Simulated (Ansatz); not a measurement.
input.yaml for InSb (Ansatz 0.2.0)

```yaml
crystal:
  lattice:
    - [0.0, 3.3166107078, 3.3166107078]
    - [3.3166107078, 0.0, 3.3166107078]
    - [3.3166107078, 3.3166107078, 0.0]
  atoms:
    - { symbol: In, position: [0.0, 0.0, 0.0] }
    - { symbol: Sb, position: [0.25, 0.25, 0.25] }
basis:
  ecutwfc: 420
kpoints:
  mp_grid: { grid: [4, 4, 4] }
hamiltonian:
  xc: pbe
scf:
  occupations: { method: gaussian, width: 0.078 }
output:
  forces: true
  stress: true
  eigenvalues: true
```

Command:

```bash
ansatz run input.yaml --threads 1 --pin off --max-ram 1331MiB --backend cpu --events-out ev --progress --plain --runs-dir out
```

From the log (HF is the Harris–Foulkes energy, dr2 the density residual in eV):

```text
Pseudopotential: In, paw, valence charge 13, recommended cutoff 420 eV (normal)
Pseudopotential: Sb, paw, valence charge 15, recommended cutoff 420 eV (normal)
Crystal: 2 atoms, lattice volume = 72.965 Å³
Basis set: ecut = 420 eV, 1411 PW (Γ), exchange–correlation on 64×64×64 points (8 copies of the dense FFT grid, shifted against one another)
Bands: 18, of which v1, the nominal top of the filled ones, is band 14 counted from 1 (13 counted from 0)
Symmetry: 24 space group operations
Space group: F-43m (ITA 216), of the structure as read, at distance tolerance 4.2e-5 Å
k-points: 8 of 64 (time reversal used)
Initial density: superposition of atomic densities, corrected by the library's trained network
SCF iter   1: HF=-12082.454884 eV  Δρ=9.04e-4  dr2=7.37e-4
SCF iter   2: HF=-12082.453294 eV  Δρ=5.52e-4  dr2=1.80e-4
SCF iter   3: HF=-12082.453306 eV  Δρ=2.07e-4  dr2=2.24e-5
SCF iter   4: HF=-12082.453396 eV  Δρ=8.32e-5  dr2=3.48e-6
SCF iter   5: HF=-12082.453398 eV  Δρ=2.40e-5  dr2=5.98e-7
SCF iter   6: F=-12082.453399 eV  HF=-12082.453398 eV  Δρ=2.96e-6  dr2=1.03e-8
SCF 1 converged in 6 iterations: F = -12082.453399 eV  dr2 = 1.03e-8
SCF converged after 6 iterations
Free energy (F): -12082.453399 eV
E sigma→0 (E₀):  -12082.452458 eV
Entropy (-TS):   -0.001880 eV (-0.940 meV/atom)
Fermi energy:    6.576353 eV
--- Forces (eV/Å), atoms counted from 1 ---
  atom   1  In     0.00000000    -0.00000000    -0.00000000
  atom   2  Sb    -0.00000000     0.00000000     0.00000000
--- Stress (GPa, compression-positive) ---
        0.462244      -0.000000      -0.000000
        0.000000       0.462244       0.000000
       -0.000000       0.000000       0.462244
  P = ⅓ Tr σ = 0.4622 GPa (4.622 kbar)
```

These settings were drawn at random to show what each does; none of the numbers is a converged property of the crystal.